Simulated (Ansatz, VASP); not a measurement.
# One calculation of Nb, two programs

INCAR

```
SYSTEM = Nb
PREC = Accurate
ENCUT = 520
EDIFF = 1E-6
ISMEAR = -1
SIGMA = 0.1
LREAL = .FALSE.
LASPH = .TRUE.
NELM = 100
ALGO = Fast
ISIF = 2
LWAVE = .FALSE.
LCHARG = .FALSE.
GGA = RP
NBANDS = 34
```

The input KPOINTS:

```
regular mesh
0
G
  14 14 4
  0 0 0
```

Contents of POSCAR:

```
Nb
1.0
    2.9954834720      0.0000000000      0.0000000000
   -1.4977417360      2.5941647833      0.0000000000
    0.0000000000      0.0000000000     10.9647404891
Nb
4
Direct
    0.0000000000      1.0000000000      1.0000000000
    0.0000000000      1.0000000000      0.5000000000
    0.3333333333      0.6666666667      0.2500000000
    0.6666666667      0.3333333333      0.7500000000
```

Input for Ansatz:

```yaml
crystal:
  lattice:
    - [2.995483472, 0.0, 0.0]
    - [-1.497741736, 2.5941647833, 0.0]
    - [0.0, 0.0, 10.9647404891]
  atoms:
    - { symbol: Nb, position: [0.0, 1.0, 1.0] }
    - { symbol: Nb, position: [0.0, 1.0, 0.5] }
    - { symbol: Nb, position: [0.3333333333, 0.6666666667, 0.25] }
    - { symbol: Nb, position: [0.6666666667, 0.3333333333, 0.75] }
hamiltonian:
  xc: rpbe
  pseudopotentials:
    kind: paw
    azcp:
      Nb: "pseudopotentials/Nb.paw.azcp"
basis:
  ecutwfc: 420
  fft_grid_basis: typed
kpoints:
  mp_grid: { grid: [14, 14, 4], shift: [0, 0, 0] }
magnetization:
  spin_polarized: false
scf:
  occupations: { method: fermi_dirac, width: 0.1 }
  lower_state_search: "off"
output:
  stress: true
  write_density: true
  write_potential: true
  elf: true
  volumetric_format: npy
```

Alike in both runs: task single point; functional RPBE; k mesh 14 × 14 × 4; occupations fermi-dirac, width 0.1 eV; no spin polarisation.

```csv
,VASP,Ansatz
version,VASP 6.6.1,Ansatz 0.2.0
potentials or method,"VASP PAW PBE potentials, release 64 (Nb_sv)","plane waves (420 eV) with PAW, scalar-relativistic"
plane-wave cutoff (eV),520,420
valence electrons in the cell,52,52
```

```tsv
	VASP	Ansatz	Ansatz less VASP
pressure (GPa)	-14.3	-14.0	+0.28
largest component of the traceless stress (GPa)	0.58	0.62	+0.044
```

Caveats: the PAW data sets were made with another functional, which shifts forces and pressure a little (VASP).
